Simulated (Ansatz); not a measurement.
# Random displacements in C

Theory: DFT PBE, scalar-relativistic, plane waves, PAW (Ansatz). Cutoff 420 eV, Γ-centred 12×12×6 k-points, Gaussian smearing of 0.05 eV. No spin polarisation. Energies are free energies at this smearing, counted from the undisturbed cell; pressure is positive in compression.

Reference structure (relaxed at this level):

```
C
1.0
     2.51156    0.00000    0.00000
    -1.25578    2.17508    0.00000
     0.00000    0.00000    4.18036
C
4
Direct
  0.33333 0.66667 0.06273
  0.66667 0.33333 0.56273
  0.33333 0.66667 0.43727
  0.66667 0.33333 0.93727
```

After a displacement of all atoms with no net shift, the run gives ΔE = 697.5 meV/atom; stress (xx, yy, zz, yz, xz, xy; compression positive) (40.92, 34.82, 18.67, 22.18, -15.90, -17.61) GPa; gap on the mesh 0.06 eV.

```
atom Fx (eV/Å) Fy Fz
  C1    -12.025   7.901   5.472
  C2     -0.632   7.189   0.594
  C3      0.545  -8.655  -2.708
  C4     12.112  -6.435  -3.358
```

Problem. Which displacements (Å, in the unstrained cell) and strain were applied?

Solution.
```tsv
atom	ux	uy	uz
C1	0.14	-0.10	-0.03
C2	0.00	-0.03	0.02
C3	0.01	0.15	0.03
C4	-0.16	-0.02	-0.02
```
The cell is not strained.

Cost: 1 run of about 0.089 core-minutes, on Intel Xeon 6975P-C (Granite Rapids) (shared hosts).